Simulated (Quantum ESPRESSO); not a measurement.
Here is a Quantum ESPRESSO 7.5 calculation.

File pw.in:

```
&CONTROL
  calculation = 'scf'
  prefix = 'pwscf'
  outdir = './tmp'
  pseudo_dir = './pseudo'
  tprnfor = .true.
  tstress = .true.
  disk_io = 'nowf'
/
&SYSTEM
  ibrav = 0
  nat = 3
  ntyp = 2
  ecutwfc = 58
  nbnd = 38
  occupations = 'smearing'
  smearing = 'fd'
  degauss = 0.00367493
  noncolin = .true.
  lspinorb = .true.
/
&ELECTRONS
  conv_thr = 6d-10
  electron_maxstep = 120
  mixing_beta = 0.5
/
ATOMIC_SPECIES
Ta   180.9479 Ta.upf
S     32.0600 S.upf
CELL_PARAMETERS angstrom
   3.3500000000    0.0000000000    0.0000000000
  -1.6750000000    2.9011851027    0.0000000000
   0.0000000000    0.0000000000    5.8600000000
ATOMIC_POSITIONS crystal
Ta     0.0000000000    0.0000000000    0.0000000000
S      0.6666666667    0.3333333333    0.7500000000
S      0.3333333333    0.6666666667    0.2500000000
K_POINTS automatic
3 3 2 0 0 0
```

Potentials or basis: PseudoDojo 0.4 FR PBE standard.

Launch:

```console
$ OMP_NUM_THREADS=1 mpirun -n 2 pw.x -in pw.in > pw.out
```

(1) Estimate the band gap on the k mesh.

(2) What does it give for the largest force?

Results:

(1) none (metal or under the smearing width).

(2) 1.045 eV/Å.

Caveat: the k mesh is coarse (spacing up to 0.72 Å⁻¹), so the values aren't converged; forces of over 1 eV/Å show positions far from the minimum, so gaps and moduli don't describe the material at rest.
